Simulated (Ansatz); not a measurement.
Runs of Ansatz 0.2.0 on KBr. The structure is cubic, space group Fm-3m (No. 225). Conventional cell: a = 6.600 Å, b = 6.600 Å, c = 6.600 Å, α = 90.00°, β = 90.00°, γ = 90.00°. Br (site symmetry m-3m) has 6 K at 3.30 Å as nearest neighbours. Around K (site symmetry m-3m) lie 6 Br at 3.30 Å. 

```tsv
task	level	cell	gap on the mesh (eV)	pressure (GPa)	relaxed volume (Å³/atom)
relaxation of cell and atoms	PBE	relaxed	4.32	0.0	37.61
relaxation of the atoms	PBE	atoms relaxed	4.44	0.7	-
relaxation of cell and atoms	PBEsol	relaxed	(c)	0.0	(a)
relaxation of the atoms	PBE	atoms relaxed from: strained by -1 %	4.46	0.9	-
relaxation of cell and atoms	RPBE	relaxed	(b)	0.0	41.43
```

Alike in all rows: potentials or basis Ansatz PAW; no spin polarisation; k mesh 7 × 7 × 7; cutoff (eV) 420; smearing fermi-dirac 0.05 eV.

Estimate the missing entries.

(a) 35.11; (b) 4.40; (c) 4.34.

Caveats: odd divisions of the mesh miss points on the zone boundary, where band edges often lie, so the gap on the mesh can be too wide; the plane-wave basis is chosen anew once the cell has moved, so the energies of steps on either side of that aren't comparable (some runs); the relaxation stopped at its first step, so nothing moved (some runs); the thresholds are loose for stress (some runs); the PAW data sets come from PBE, with cores solved anew for the run's functional, which leaves a small shift of forces and pressure (some runs); the volume moved by over 15 % at a fixed basis, so the end points are rough (some runs).

A k mesh can miss the band edges, and the runs leave out spin-orbit coupling on Br.
